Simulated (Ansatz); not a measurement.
The system is FeGe2.

```xyz
6
Lattice="-2.9596 2.9596 2.4514 2.9596 -2.9596 2.4514 2.9596 2.9596 -2.4514" Properties=species:S:1:pos:R:3 pbc="T T T"
Ge   -0.9168    2.0427    2.4514
Ge    2.0427    0.9168    2.4514
Ge    0.9168    2.0427    0.0000
Ge    3.8764    0.9168    0.0000
Fe    0.0000    0.0000    1.2257
Fe    0.0000    0.0000    3.6771
```

The cell is a database's computed one.

```yaml
Program: Ansatz 0.2.0
Task: single point
Functional: PBEsol
Potentials_or_basis: Ansatz PAW
Cutoff: "420 eV (not typed: the program's choice for these potentials)"
k_mesh: 7 × 7 × 7
Occupations: fermi-dirac, width 0.05 eV
Spin: collinear spin, ferromagnetic start
Starting_moments: "[0.0, 0.0, 0.0, 0.0, 3.0, 3.0] μB"
```

On this cell: pressure -5.4 GPa; largest force 0.153 eV/Å; net moment 2.39 μB per cell; site moments Ge -0.04; Fe +1.32 μB; band gap on the k mesh none (metal or under the smearing width).

The same run follows on a disturbed copy (atoms moved at random, drawn with an rms of 0.05 Å):

```
Ge Fe
1.0
    -2.95956    2.95956    2.45140
     2.95956   -2.95956    2.45140
     2.95956    2.95956   -2.45140
Ge Fe
4 2
Direct
  0.84742 0.33891 0.18719
  0.65202 0.83481 0.50252
  0.35414 0.15990 0.49855
  0.14382 0.63929 0.81142
  0.23719 0.23076 0.99594
  0.73596 0.73585 0.98358
```

**Question.** What does the disturbed cell give?

**Answer.** The energy (extrapolated to zero smearing) moves by +8.7 meV/atom; pressure -5.1 GPa; largest force 0.677 eV/Å; net moment 2.36 μB per cell; site moments Ge -0.04, -0.03; Fe +1.30, +1.29 μB; band gap on the k mesh none (metal or under the smearing width).

Forces on the atoms (eV/Å):
```
Ge   0.085 -0.212 -0.167
Ge  -0.306 -0.268  0.149
Ge  -0.052 -0.121 -0.399
Ge  -0.051  0.047  0.234
Fe   0.008  0.016  0.444
Fe   0.316  0.538 -0.261
```

Stress tensor (GPa, compression positive):
```
-5.82  0.18  0.20
 0.18 -5.68 -0.02
 0.20 -0.02 -3.68
```

Caveats: the PAW data sets come from PBE, with cores solved anew for the run's functional, which leaves a small shift of forces and pressure.
